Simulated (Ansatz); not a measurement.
# Mn: the cost of one run

Computed with Ansatz 0.2.0 (DFT r2SCAN, scalar-relativistic, plane waves, PAW, unless a step's input says otherwise).

### 1 The structure to begin with

Symmetry: Pm-3n, No. 223, cubic system. Conventional cell: a = 4.726 Å, b = 4.726 Å, c = 4.726 Å, α = 90.00°, β = 90.00°, γ = 90.00°. Mn (site symmetry m-3) has 12 Mn at 2.64 Å as nearest neighbours. Mn (site symmetry -4m2) has 6 Mn at 2.36 to 2.64 Å as nearest neighbours.

As a file:

```
CELL_PARAMETERS angstrom
4.72648 0.00000 0.00000
0.00000 4.72648 0.00000
0.00000 0.00000 4.72648
ATOMIC_POSITIONS crystal
Mn 0.50000 0.50000 0.50000
Mn 0.00000 0.00000 0.00000
Mn 0.25000 0.00000 0.50000
Mn 0.50000 0.25000 0.00000
Mn 0.50000 0.75000 0.00000
Mn 0.75000 0.00000 0.50000
Mn 0.00000 0.50000 0.75000
Mn 0.00000 0.50000 0.25000
```

(A quick probe on a coarse mesh, which set the mesh and smearing, is not shown.)

### 3 A loose first relaxation

Input file input.yaml:

```yaml
crystal:
  lattice:
    - [4.7264790206, 0.0, 0.0]
    - [0.0, 4.7264790206, 0.0]
    - [0.0, 0.0, 4.7264790206]
  atoms:
    - { symbol: Mn, position: [0.5, 0.5, 0.5], spin: 3.69 }
    - { symbol: Mn, position: [0.0, 0.0, 0.0], spin: 3.69 }
    - { symbol: Mn, position: [0.25, 0.0, 0.5], spin: 3.76 }
    - { symbol: Mn, position: [0.5, 0.25, 0.0], spin: 3.76 }
    - { symbol: Mn, position: [0.5, 0.75, 0.0], spin: 3.76 }
    - { symbol: Mn, position: [0.75, 0.0, 0.5], spin: 3.76 }
    - { symbol: Mn, position: [0.0, 0.5, 0.75], spin: 3.76 }
    - { symbol: Mn, position: [0.0, 0.5, 0.25], spin: 3.76 }
basis:
  ecutwfc: 500
kpoints:
  mp_grid: { grid: [4, 4, 4] }
hamiltonian:
  xc: r2scan
scf:
  occupations: { method: gaussian, width: 0.1 }
  lower_state_search: "off"
output:
  forces: true
  stress: true
  eigenvalues: true
  populations: true
magnetization:
  spin_polarized: true
relax:
  adjacent_minimum: "off"
  f_tol: 0.04
  max_steps: 70
  cell: { stress_tol: 0.4 }
```

What time and memory should one allow on 1 thread of an x86-64 CPU, shared host?

About 3.2 min, with a peak of 0.87 GiB.
